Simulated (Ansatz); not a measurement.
Starting structure of a cell relaxation (symmetry kept):

```cif
data_structure
_symmetry_space_group_name_H-M 'Im-3m'
_symmetry_Int_Tables_number 229
_cell_length_a 3.2820
_cell_length_b 3.2820
_cell_length_c 3.2820
_cell_angle_alpha 90.000
_cell_angle_beta 90.000
_cell_angle_gamma 90.000
_cell_volume 35.35
loop_
_atom_site_label
_atom_site_type_symbol
_atom_site_symmetry_multiplicity
_atom_site_Wyckoff_symbol
_atom_site_fract_x
_atom_site_fract_y
_atom_site_fract_z
_atom_site_occupancy
Ti1 Ti 2 a 0.00000 0.00000 0.00000 1
```

Theory: DFT PBE, scalar-relativistic, plane waves, PAW (Ansatz 0.2.0).

Cutoff 420 eV; k points 18×18×18 on the computed 1-atom cell (Γ-centred); Gaussian smearing, width 0.10 eV; no spin polarisation.

**Question.** What does it relax to?

**Answer.** The volume drops by 0.42 Å³/atom to 17.25 Å³/atom, and the energy falls by 3.4 meV/atom. Final structure:
```yaml
crystal:
  lattice:
    - [-1.62775, 1.62775, 1.62775]
    - [1.62775, -1.62775, 1.62775]
    - [1.62775, 1.62775, -1.62775]
  atoms:
    - { symbol: Ti, position: [0.00000, 0.00000, 0.00000] }
```

This bcc form isn't the element's structure at ambient conditions.